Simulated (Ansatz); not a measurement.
# A series in volume scale on C

All results are calculated (Ansatz 0.2.0). Plane-wave DFT, scalar-relativistic PAW made under PBE with cores redone for the functional, no dispersion; the given relaxed cell is scaled uniformly, energy at zero smearing counts from the unscaled cell, pressure at the given Fermi-Dirac smearing is positive in compression.

The cell before it is scaled or strained (space group Fd-3m, No. 227):
```
cell vectors (Å)
   0.0000     1.7769     1.7769
   1.7769     0.0000     1.7769
   1.7769     1.7769     0.0000
atoms (fractions of the cell vectors)
C   0.50000  0.50000  0.50000
C   0.75000  0.75000  0.75000
```

Settings of every row: spin polarised no; functional PBEsol; wave cutoff 420 eV; smearing width 0.05 eV; k mesh 13x13x13.

Atom starting moment: 0 on all atoms.

Limits: all rows lie far from zero pressure; the cell comes from a prototype or a list of computed structures and needn't be the stable phase.

```
row  volume scale  V (Å³/atom)  pressure (GPa)  energy change per atom (meV)
  1          0.88        4.937            72.5                        138.03
  2          0.92        5.162               ?                             ?
  3          0.96        5.386           19.77                         13.38
  4          1.04        5.835          -16.43                         11.86
  5          1.08        6.059          -30.04                         44.77
  6          1.12        6.284          -41.31                         94.92
```

Question: what pressure and energy change per atom should row 2 give?

Worked fit of pressure. Take u = (V_r/V)^(2/3) − 1 with V_r = 5.835 Å³ an atom, which is twice the finite (Eulerian) strain; such expansions in the strain, on which the Birch-Murnaghan equation of state is built, carry the rest volume and the bulk modulus. The shown rows have u = 0.11785, 0.05483, 0, -0.0248, -0.04822. Least squares give pressure = −16.508 + 583.412 × u + 1456.28 × u² GPa; a straight line predicts inner rows, each left out in turn, worse (root mean square 4.9 against 0.15 GPa). The rows lie off it by 0.03, -0.09, 0.08, 0.04, -0.06 (root mean square 0.064 GPa). The pressure vanishes at u = 0.0265, or V = 5.61 Å³ an atom, and there the bulk modulus at fixed shape and fractions is B = −V dP/dV = (2/3)(1 + u) dP/du = 452 GPa. The withheld row has u = 0.08513, so the fit gives −16.508 + 583.412 × (0.08513) + 1456.28 × (0.08513)² = 43.71 GPa.

The calculation gave 43.64 GPa. The fit lies 0.07 GPa (0.062 % of the column's range) above it; its largest miss of a shown row is 0.09 GPa.

Worked fit of energy change per atom. Take u = (V_r/V)^(2/3) − 1 with V_r = 5.835 Å³ an atom, which is twice the finite (Eulerian) strain; such expansions in the strain, on which the Birch-Murnaghan equation of state is built, carry the rest volume and the bulk modulus. The shown rows have u = 0.11785, 0.05483, 0, -0.0248, -0.04822. Least squares give energy change per atom = 12.22 − 903.395 × u + 16732.55 × u² meV; a straight line predicts inner rows, each left out in turn, worse (root mean square 55 against 0.66 meV). The rows lie off it by -0.12, 0.39, -0.36, -0.15, 0.23 (root mean square 0.27 meV). The withheld row has u = 0.08513, so the fit gives 12.22 − 903.395 × (0.08513) + 16732.55 × (0.08513)² = 56.58 meV.

The calculation gave 57.31 meV. The fit lies 0.73 meV (1.3 % of the value, 0.58 % of the column's range) below it; its largest miss of a shown row is 0.39 meV.
